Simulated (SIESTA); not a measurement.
A run of SIESTA 5.4.2 is set up as follows.

The input ZrC.fdf:

```
SystemName                      ZrC
SystemLabel                     ZrC
NumberOfSpecies                 2
NumberOfAtoms                   2
%block ChemicalSpeciesLabel
  1  40 Zr
  2   6 C
%endblock ChemicalSpeciesLabel

LatticeConstant                 1.0 Ang
%block LatticeVectors
     0.0000000000     2.3650000000     2.3650000000
     2.3650000000     0.0000000000     2.3650000000
     2.3650000000     2.3650000000     0.0000000000
%endblock LatticeVectors
AtomicCoordinatesFormat         Fractional
%block AtomicCoordinatesAndAtomicSpecies
     0.5000000000     0.5000000000     0.5000000000  1  Zr
     0.0000000000     0.0000000000     0.0000000000  2  C
%endblock AtomicCoordinatesAndAtomicSpecies

%block kgrid.MonkhorstPack
   10   0   0  0.0
    0  10   0  0.0
    0   0  10  0.0
%endblock kgrid.MonkhorstPack
XC.Functional                   GGA
XC.Authors                      PBE
PAO.BasisSize                   DZP
PAO.EnergyShift                 0.003 Ry
Mesh.Cutoff                     800 Ry
OccupationFunction              FD
ElectronicTemperature           0.05 eV
MaxSCFIterations                120
SCF.MustConverge                false
SCF.Mixer.Method                Pulay
SCF.Mixer.Weight                0.25
SCF.Mixer.History               8
SCF.DM.Tolerance                5.0e-05
SCF.H.Tolerance                 1.0e-03 eV
WriteForces                     true
Charge.Mulliken                 end
BandLinesScale                  ReciprocalLatticeVectors
%block BandLines
    1    0.000000   0.000000   0.000000  \Gamma
   12    0.500000   0.000000   0.500000  X
    6    0.500000   0.250000   0.750000  W
    4    0.375000   0.375000   0.750000  K
   13    0.000000   0.000000   0.000000  \Gamma
   11    0.500000   0.500000   0.500000  L
    8    0.625000   0.250000   0.625000  U
    4    0.500000   0.250000   0.750000  W
    9    0.500000   0.500000   0.500000  L
    8    0.375000   0.375000   0.750000  K
    1    0.625000   0.250000   0.625000  U
    4    0.500000   0.000000   0.500000  X
%endblock BandLines
%block PAO.Basis
  Zr 5
  n=4 0 2
    3.497 0.000
  n=5 0 2
    9.041 0.000
  n=4 1 2
    4.057 0.000
  n=5 1 1
    9.041
  n=4 2 2
    7.356 0.000
%endblock PAO.Basis
```

Potentials or basis: PseudoDojo 0.4 standard (PBE files), DZP (energy shift 0.003 Ry; two zetas on semicore shells).

Command:

```sh
$ siesta < ZrC.fdf > ZrC.out 2>&1
```

Problem. Estimate the pressure.

Solution. -0.9 GPa.

Problem. Estimate the band gap on the k mesh.

Solution. None (metal or under the smearing width).

Levels at the corners of the path, in eV from the Fermi level:
```tsv
point	band 6	band 7	band 8	band 9	band 10	band 11
Γ	0.95	0.95	0.95	1.06	1.06	1.06
X	-2.24	-1.86	0.06	0.06	4.21	5.39
W	-2.70	-2.49	-2.49	3.22	3.22	5.40
K	-3.15	-2.45	-1.65	1.46	4.72	5.22
Γ	0.95	0.95	0.95	1.06	1.06	1.06
L	-5.38	-3.02	-3.02	4.28	4.28	5.14
U	-3.15	-2.45	-1.65	1.46	4.72	5.22
W	-2.70	-2.49	-2.49	3.22	3.22	5.40
L	-5.38	-3.02	-3.02	4.28	4.28	5.14
K	-3.15	-2.45	-1.65	1.46	4.72	5.22
U	-3.15	-2.45	-1.65	1.46	4.72	5.22
X	-2.24	-1.86	0.06	0.06	4.21	5.39
```

Caveat: the basis of atomic orbitals isn't converged, which shifts pressures, moduli and gaps.
